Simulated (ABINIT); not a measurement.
# GaAs (F-43m) in ABINIT: further runs

One crystal, GaAs, is run at these levels: PBE; tasks: relaxation of cell and atoms.

Everything below comes from runs of ABINIT 10.8.3 (patched build). Logs are shortened: lines on timing, memory, paths and dates and some standing lists are left out, and cuts for length are marked. The log counts tension as positive stress, the text compression.

## Step 1: The crystal as given

The structure is cubic, space group F-43m (No. 216). The conventional cell has a = 5.654 Å, b = 5.654 Å, c = 5.654 Å, α = 90.00°, β = 90.00°, γ = 90.00°. As (site symmetry -43m) is surrounded by 4 Ga at 2.45 Å. Ga (site symmetry -43m) has 4 As at 2.45 Å as nearest neighbours.

## Step 2: Relaxation of cell and atoms, PBE

The input, run.abi:

```
# Pseudopotentials
pp_dirpath "./"
pseudos "As.GGA_PBE-JTH.xml, Ga.GGA_PBE-JTH.xml"

# Structure
acell 3.9977696088 3.9977696088 3.9977696088 Angstrom
rprim
     0.0000000000     0.7071067812     0.7071067812
     0.7071067812     0.0000000000     0.7071067812
     0.7071067812     0.7071067812     0.0000000000
ntypat 2
znucl 33 31
natom 2
typat 1 2
xcart
     8.0129584431     8.0129584431     8.0129584431
     0.0000000000     0.0000000000     0.0000000000
chkprim 0
chksymtnons 0
tolsym 1.0e-6

# Plane-wave basis
ecut 462.593566 eV
pawecutdg 34.0
pawxcdev 0

# k points
kptopt 1
ngkpt 8 8 8
nshiftk 1
shiftk 0.0 0.0 0.0

# Exchange and correlation
ixc 11

# Bands and occupations
nband 18
occopt 3
tsmear 0.05 eV

# SCF cycle
nstep 100
tolvrs 1.0e-9

# Output
iomode 3
prtwf 0
prtden 0
prteig 0
prtebands 0
enunit 1

# Relaxation
ionmov 2
ntime 60
tolmxf 0.0005
optcell 2
dilatmx 1.08
ecutsm 0.5
```

Potentials or basis: JTH PAW PBE v2.0.

Started as:

```sh
abinit run.abi > log 2>&1
```

run.abo:

```text
.Version 10.8.3 of ABINIT
 Symmetries : space group F-4 3 m (#216); Bravais cF (face-center cubic)
================================================================================
 Values of the parameters that define the memory need of the present run
     intxc =       0    ionmov =       2      iscf =      17    lmnmax =      18
     lnmax =       6     mgfft =      32  mpssoang =       3    mqgrid =    3001
     natom =       2  nloc_mem =       2    nspden =       1   nspinor =       1
    nsppol =       1      nsym =      24    n1xccc =       1    ntypat =       2
    occopt =       3   xclevel =       2
       mpw =        1304          nfft =       32768          nkpt =          29
 PAW method is used; the additional fine FFT grid is defined by:
   mgfftf=        45    nfftf =     91125
================================================================================
================================================================================

--------------------------------------------------------------------------------
------------- Echo of variables that govern the present computation ------------
--------------------------------------------------------------------------------
 -outvars: echo values of preprocessed input variables --------
            acell      7.5546896751E+00  7.5546896751E+00  7.5546896751E+00 Bohr
              amu      7.49215900E+01  6.97230000E+01
          chkprim           0
      chksymtnons           0
          dilatmx      1.08000000E+00
             ecut      1.70000000E+01 Hartree
           ecutsm      5.00000000E-01 Hartree
           enunit           1
           ionmov           2
              ixc          11
         kptrlatt        8    0    0      0    8    0      0    0    8
          kptrlen      6.04375174E+01
            natom           2
            nband          18
            ngfft          32      32      32
          ngfftdg          45      45      45
             nkpt          29
            nstep         100
             nsym          24
            ntime          60
           ntypat           2
           occopt           3
          optcell           2
        pawecutdg      3.40000000E+01 Hartree
         pawxcdev           0
           prtden           0
        prtebands           0
           prteig           0
            prtwf           0
            rprim      0.0000000000E+00  7.0710678120E-01  7.0710678120E-01
                       7.0710678120E-01  0.0000000000E+00  7.0710678120E-01
                       7.0710678120E-01  7.0710678120E-01  0.0000000000E+00
          spgroup         216
           tolmxf      5.00000000E-04
           tolsym      1.00000000E-06
           tolvrs      1.00000000E-09
           tsmear      1.83746611E-03 Hartree
            typat      1  2
           useylm           1
           xangst      4.2402749971E+00  4.2402749971E+00  4.2402749971E+00
                      -2.9619748803E-09 -2.9619748803E-09 -2.9619748803E-09
            xcart      8.0129584431E+00  8.0129584431E+00  8.0129584431E+00
                      -5.5973213156E-09 -5.5973213156E-09 -5.5973213156E-09
             xred      7.4999999948E-01  7.4999999948E-01  7.4999999948E-01
                      -5.2390025651E-10 -5.2390025651E-10 -5.2390025651E-10
            znucl       33.00000   31.00000

================================================================================

 chkinp: Checking input parameters for consistency.

================================================================================
== DATASET  1 ==================================================================

--- !DatasetInfo
iteration_state: {dtset: 1, }
dimensions: {natom: 2, nkpt: 29, mband: 18, nsppol: 1, nspinor: 1, nspden: 1, mpw: 1304, }
cutoff_energies: {ecut:  17.0, pawecutdg:  34.0, }
electrons: {nelect:   2.80000000E+01, charge:   0.00000000E+00, occopt:   3.00000000E+00, tsmear:   1.83746611E-03, }
meta: {optdriver: 0, ionmov: 2, optcell: 2, iscf: 17, paral_kgb: 0, }
...

 Exchange-correlation functional for the present dataset will be:
  GGA: Perdew-Burke-Ernzerhof functional - ixc=11
  J.P.Perdew, K.Burke, M.Ernzerhof, PRL 77, 3865 (1996)

 Real(R)+Recip(G) space primitive vectors, cartesian coordinates (Bohr,Bohr^-1):
 R(1)=  0.0000000  5.3419723  5.3419723  G(1)= -0.0935984  0.0935984  0.0935984
 R(2)=  5.3419723  0.0000000  5.3419723  G(2)=  0.0935984 -0.0935984  0.0935984
 R(3)=  5.3419723  5.3419723  0.0000000  G(3)=  0.0935984  0.0935984 -0.0935984
 Unit cell volume ucvol=  3.0488418E+02 bohr^3
 Angles (23,13,12)=  6.00000000E+01  6.00000000E+01  6.00000000E+01 degrees

 Coarse grid specifications (used for wave-functions):

 getcut: wavevector=  0.0000  0.0000  0.0000  ngfft=  32  32  32
         ecut(hartree)=     19.829   => boxcut(ratio)=   2.11310

 Fine grid specifications (used for densities):

 getcut: wavevector=  0.0000  0.0000  0.0000  ngfft=  45  45  45
         ecut(hartree)=     39.658   => boxcut(ratio)=   2.05451

--- Pseudopotential description ------------------------------------------------
- pspini: atom type   1  psp file is ./As.GGA_PBE-JTH.xml
 Pseudopotential format is: paw10
 basis_size (lnmax)=  6 (lmn_size= 18), orbitals=   0   0   1   1   2   2
 Spheres core radius: rc_sph= 2.10391912
 Shapefunction is BESSEL type: shapef(r,l)=aa(1,l)*jl(q(1,l)*r)+aa(2,l)*jl(q(2,l)*r)
 Radius for shape functions =  1.70360438
 Compensation charge density is not taken into account in XC energy/potential

- pspini: atom type   2  psp file is ./Ga.GGA_PBE-JTH.xml
 Pseudopotential format is: paw10
 basis_size (lnmax)=  6 (lmn_size= 18), orbitals=   0   0   1   1   2   2
 Spheres core radius: rc_sph= 2.10359248
 Shapefunction is BESSEL type: shapef(r,l)=aa(1,l)*jl(q(1,l)*r)+aa(2,l)*jl(q(2,l)*r)
 Radius for shape functions =  1.80829011
 Compensation charge density is not taken into account in XC energy/potential

   1.31748582E+03                                ecore*ucvol(ha*bohr**3)
--------------------------------------------------------------------------------

================================================================================

=== [ionmov= 2] Broyden-Fletcher-Goldfarb-Shanno method (forces)
================================================================================

--- Iteration: ( 1/60) Internal Cycle: (1/1)
--------------------------------------------------------------------------------

---SELF-CONSISTENT-FIELD CONVERGENCE--------------------------------------------
[... 386 lines left out ...]
 Difference of energy with previous step (new-old):
           Absolute (Ha)=-3.19225E-06
           Relative     =-1.65425E-08

 At Broyd/MD step   4, gradients are converged :
  max grad (force/stress) = 4.4032E-05 < tolmxf= 5.0000E-04 ha/bohr (free atoms)

================================================================================

 ----iterations are completed or convergence reached----

 Mean square residual over all n,k,spin=   14.344E-13; max=  12.437E-11
 reduced coordinates (array xred) for    2 atoms
       0.749999999476      0.749999999476      0.749999999476
      -0.000000000524     -0.000000000524     -0.000000000524
 rms dE/dt=  0.0000E+00; max dE/dt=  0.0000E+00; dE/dt below (all hartree)
    1       0.000000000000      0.000000000000      0.000000000000
    2       0.000000000000      0.000000000000      0.000000000000

 cartesian coordinates (angstrom) at end:
    1      4.31025907751345     4.31025907751345     4.31025907751345
    2     -0.00000000301086    -0.00000000301086    -0.00000000301086

 cartesian forces (hartree/bohr) at end:
    1     -0.00000000000000    -0.00000000000000    -0.00000000000000
    2     -0.00000000000000    -0.00000000000000    -0.00000000000000
 frms,max,avg= 0.0000000E+00 0.0000000E+00   0.000E+00  0.000E+00  0.000E+00 h/b

 cartesian forces (eV/Angstrom) at end:
    1     -0.00000000000000    -0.00000000000000    -0.00000000000000
    2     -0.00000000000000    -0.00000000000000    -0.00000000000000
 frms,max,avg= 0.0000000E+00 0.0000000E+00   0.000E+00  0.000E+00  0.000E+00 e/A
 length scales=  7.679376873584  7.679376873584  7.679376873584 bohr
              =  4.063751232680  4.063751232680  4.063751232680 angstroms
 Fermi (or HOMO) energy (eV) =   4.04535   Average Vxc (eV)=  -8.85345
 Eigenvalues (   eV  ) for nkpt=  29  k points:
 kpt#   1, nband= 18, wtk=  0.00195, kpt=  0.0000  0.0000  0.0000 (reduced coord)
 -31.15587  -31.15587  -31.15587  -31.14947  -31.14947  -10.77650  -10.77650  -10.77650
 -10.71063  -10.71063   -8.45194    3.93432    3.93432    3.93432    4.08237    7.65652
   7.65652    7.65652
 prteigrs : prtvol=0 or 1, do not print more k-points.

--- !EnergyTerms
iteration_state     : {dtset: 1, itime: 4, icycle: 1, }
comment             : Components of total free energy in Hartree
kinetic             :  8.81860769528011E+00
hartree             :  6.27739105117275E+01
xc                  : -3.73735552059029E+00
Ewald energy        : -9.75661260685921E+01
psp_core            :  4.11417728413647E+00
local_psp           : -1.65457422560601E+02
PAW spherical_terms : -1.91822961476415E+00
internal            : -1.92972438273404E+02
'-kT*entropy'       : -1.30459096645197E-05
total_energy        : -1.92972451319313E+02
total_energy_eV     : -5.25104790768360E+03
...

--- !EnergyTermsDC
iteration_state     : {dtset: 1, itime: 4, icycle: 1, }
comment             : '"Double-counting" decomposition of free energy'
band_energy         : -1.57490547424140E+01
Ewald energy        : -9.75661260685921E+01
psp_core            :  4.11417728413647E+00
xc_dc               : -6.17280758900700E+01
PAW spherical_terms : -2.20433572484065E+01
internal            : -1.92972436665346E+02
'-kT*entropy'       : -1.30459096645197E-05
total_energy_dc     : -1.92972449711256E+02
total_energy_dc_eV  : -5.25104786392613E+03
...

--- !EnergyTermsWithPAWCore
iteration_state     : {dtset: 1, itime: 4, icycle: 1, }
comment             : 'Components of total free energy, including PAW core contributions'
Total energy        : -4.20504692890851E+03
Total energy DC     : -4.20504692730045E+03
Total energy (eV)   : -1.14425156165006E+05
Total energy DC (eV): -1.14425156121248E+05
...

 Cartesian components of stress tensor (hartree/bohr^3)
  sigma(1 1)= -4.40324945E-07  sigma(3 2)=  0.00000000E+00
  sigma(2 2)= -4.40324945E-07  sigma(3 1)=  0.00000000E+00
  sigma(3 3)= -4.40324945E-07  sigma(2 1)=  0.00000000E+00

-Cartesian components of stress tensor (GPa)         [Pressure=  1.2955E-02 GPa]
- sigma(1 1)= -1.29548071E-02  sigma(3 2)=  0.00000000E+00
- sigma(2 2)= -1.29548071E-02  sigma(3 1)=  0.00000000E+00
- sigma(3 3)= -1.29548071E-02  sigma(2 1)=  0.00000000E+00

== END DATASET(S) ==============================================================
================================================================================

 -outvars: echo values of variables after computation  --------
            acell      7.6793768736E+00  7.6793768736E+00  7.6793768736E+00 Bohr
           etotal     -1.9297244971E+02
            fcart     -0.0000000000E+00 -0.0000000000E+00 -0.0000000000E+00
                      -0.0000000000E+00 -0.0000000000E+00 -0.0000000000E+00
            rprim      0.0000000000E+00  7.0710678119E-01  7.0710678119E-01
                       7.0710678119E-01  0.0000000000E+00  7.0710678119E-01
                       7.0710678119E-01  7.0710678119E-01  0.0000000000E+00
           strten     -4.4032494469E-07 -4.4032494469E-07 -4.4032494470E-07
                       0.0000000000E+00  0.0000000000E+00  0.0000000000E+00
           xangst      4.3102590775E+00  4.3102590775E+00  4.3102590775E+00
                      -3.0108611172E-09 -3.0108611172E-09 -3.0108611172E-09
             xred      7.4999999948E-01  7.4999999948E-01  7.4999999948E-01
                      -5.2390025651E-10 -5.2390025651E-10 -5.2390025651E-10
 Calculation completed.
```

It took 83 s on 1 thread of Arm Neoverse V1, shared host; peak memory 0.12 GiB.

Results:

| Quantity | Value |
| --- | --- |
| Free energy | -5251.0479 eV |
| Relaxed volume | 23.73 Å³/atom |
| Relaxed cell | a = 4.064 Å, b = 4.064 Å, c = 4.064 Å, α = 60.00°, β = 60.00°, γ = 60.00° |
| Space group after relaxing (to 0.05 Å) | F-43m (No. 216) |
| Energy gained by relaxing | 11.3 meV/atom |
| Ionic steps | 4 |
| Pressure after relaxing | 0.0 GPa |
| Band gap on the k mesh | 0.15 eV, direct |
| Valence electrons inside the program's atomic spheres | As 12.69; Ga 11.02 |

Step by step:
| step | energy change (eV) | largest force (eV/Å) | pressure (GPa) | volume (Å³) |
| --- | --- | --- | --- | --- |
| 1 | 0.0000 | 0.0000 | 3.35 | 45.18 |
| 2 | -0.0086 | 0.0000 | 2.58 | 45.64 |
| 3 | -0.0226 | 0.0000 | 0.19 | 47.31 |
| 4 | -0.0227 | 0.0000 | 0.01 | 47.45 |

Final structure:
```
As Ga
1.0
     0.00000    2.87351    2.87351
     2.87351    0.00000    2.87351
     2.87351    2.87351    0.00000
As Ga
1 1
Direct
  0.75000 0.75000 0.75000
  0.00000 0.00000 0.00000
```

Levels at points of the mesh, in eV from the valence-band top:
```
           k point  band 11  band 12  band 13  band 14  band 15  band 16  band 17  band 18
(0.00, 0.00, 0.00)   -12.39     0.00     0.00     0.00     0.15     3.72     3.72     3.72
(0.50, 0.00, 0.00)   -10.77    -6.37    -1.07    -1.07     0.87     4.62     4.62     7.70
(0.50, 0.50, 0.00)   -10.10    -6.59    -2.51    -2.51     1.56     1.68     9.78     9.78
```

PBE usually gives volumes a little too large and moduli too small. Zero-point motion and thermal expansion aren't in these numbers.

## Step 3: Relaxation of cell and atoms, PBE, target pressure 5 GPa, at which the enthalpy is minimised

run.abi: that of step 2 with these lines changed.

```diff
@@ -59 +59,2 @@
 ecutsm 0.5
+strtarget 3*-1.699465e-04 3*0.0
```

Potentials or basis: JTH PAW PBE v2.0.

Started as:

```sh
abinit run.abi > log 2>&1
```

Run time: 64 s. Hardware: 1 thread of Arm Neoverse V1, shared host; peak memory 0.12 GiB.

Results (log left out):

```
Free energy                                            : -5251.0007 eV
Relaxed volume                                         : 22.12 Å³/atom
Relaxed cell                                           : a = 3.970 Å, b = 3.970 Å, c = 3.970 Å, α = 60.00°, β = 60.00°, γ = 60.00°
Space group after relaxing (to 0.05 Å)                 : F-43m (No. 216)
Energy change on relaxing (the enthalpy is what falls) : +12.2 meV/atom
Ionic steps                                            : 3
Pressure after relaxing                                : 5.0 GPa
Band gap on the k mesh                                 : 0.67 eV, direct
Valence electrons inside the program's atomic spheres  : As 12.72; Ga 11.09
```

Step by step:
| step | energy change (eV) | largest force (eV/Å) | pressure (GPa) | volume (Å³) |
| --- | --- | --- | --- | --- |
| 1 | 0.0000 | 0.0000 | 3.35 | 45.18 |
| 2 | 0.0050 | 0.0000 | 3.74 | 44.95 |
| 3 | 0.0245 | 0.0000 | 5.03 | 44.24 |

Final structure:
```cif
data_structure
_symmetry_space_group_name_H-M 'P 1'
_symmetry_Int_Tables_number 1
_cell_length_a 3.9699
_cell_length_b 3.9699
_cell_length_c 3.9699
_cell_angle_alpha 60.000
_cell_angle_beta 60.000
_cell_angle_gamma 60.000
_cell_volume 44.24
loop_
_atom_site_label
_atom_site_type_symbol
_atom_site_fract_x
_atom_site_fract_y
_atom_site_fract_z
_atom_site_occupancy
As1 As 0.75000 0.75000 0.75000 1
Ga1 Ga 0.00000 0.00000 0.00000 1
```

Levels at points of the mesh, in eV from the valence-band top:
| k point | band 11 | band 12 | band 13 | band 14 | band 15 | band 16 | band 17 | band 18 |
| --- | --- | --- | --- | --- | --- | --- | --- | --- |
| (0.00, 0.00, 0.00) | -12.88 | 0.00 | 0.00 | 0.00 | 0.67 | 3.74 | 3.74 | 3.74 |
| (0.50, 0.00, 0.00) | -11.05 | -6.75 | -1.17 | -1.17 | 1.06 | 4.65 | 4.65 | 7.77 |
| (0.50, 0.50, 0.00) | -10.29 | -6.91 | -2.75 | -2.75 | 1.43 | 1.65 | 10.34 | 10.34 |
